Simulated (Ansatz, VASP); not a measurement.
# NaI in VASP and in Ansatz

INCAR

```
SYSTEM = NaI
PREC = Accurate
ENCUT = 520
EDIFF = 1E-6
ISMEAR = -1
SIGMA = 0.02
LREAL = .False.
LASPH = .True.
NELM = 100
ALGO = Normal
ISIF = 2
LWAVE = .False.
LCHARG = .False.
GGA = PE
NBANDS = 14
```

KPOINTS

```
Automatic mesh
0
Gamma
  6 6 6
  0 0 0
```

File POSCAR:

```
NaI
1.0
    4.0405366932      0.0428296889      0.0000000000
    0.0428296889      4.0405366932      0.0000000000
    0.0000000000      0.0000000000      4.0405366932
Na I
1 1
Direct
    0.0000000000      0.0000000000      0.0000000000
    0.5000000000      0.5000000000      0.5000000000
```

Input for Ansatz:

```yaml
crystal:
  lattice:
    - [4.0405366932, 0.0428296889, 0.0]
    - [0.0428296889, 4.0405366932, 0.0]
    - [0.0, 0.0, 4.0405366932]
  atoms:
    - { symbol: Na, position: [0.0, 0.0, 0.0] }
    - { symbol: I, position: [0.5, 0.5, 0.5] }
kpoints:
  mp_grid: { grid: [6, 6, 6] }
  band_path:
    path: [[0.0, 0.0, 0.0], [0.0, 0.5, 0.0], [0.5, 0.5, 0.0], [0.5, 0.5, 0.5]]
    npoints: 1
hamiltonian:
  xc: pbe
scf:
  occupations: { method: fermi_dirac, width: 0.02 }
  n_extra_bands: 4
output:
  forces: true
  stress: true
  eigenvalues: true
```

Change from the starting cell: shear_xy strain +2.1%.

Alike in both runs: task single point; functional PBE; k mesh 6 × 6 × 6; occupations fermi-dirac, width 0.02 eV; no spin polarisation.

```csv
,VASP,Ansatz
version,VASP 6.6.1,Ansatz 0.2.0
potentials or method,"VASP PAW PBE potentials, release 64 (Na_pv, I)","plane waves, PAW"
plane-wave cutoff (eV),520,420
valence electrons in the cell,14,26
```

```tsv
	VASP	Ansatz	Ansatz less VASP
gap on the k mesh at the Fermi level (eV)	2.30	2.30	+0.003
pressure (GPa)	0.3	0.3	-0.01
largest component of the traceless stress (GPa)	0.07	0.07	0.000
```

The functional is the same, so the differences come from potentials, cutoffs and numerics. The two sets of potentials don't hold the same shells in valence.

Caveats: spin-orbit coupling is left out, which moves the levels of the heavy elements. A k mesh can miss the band edges.
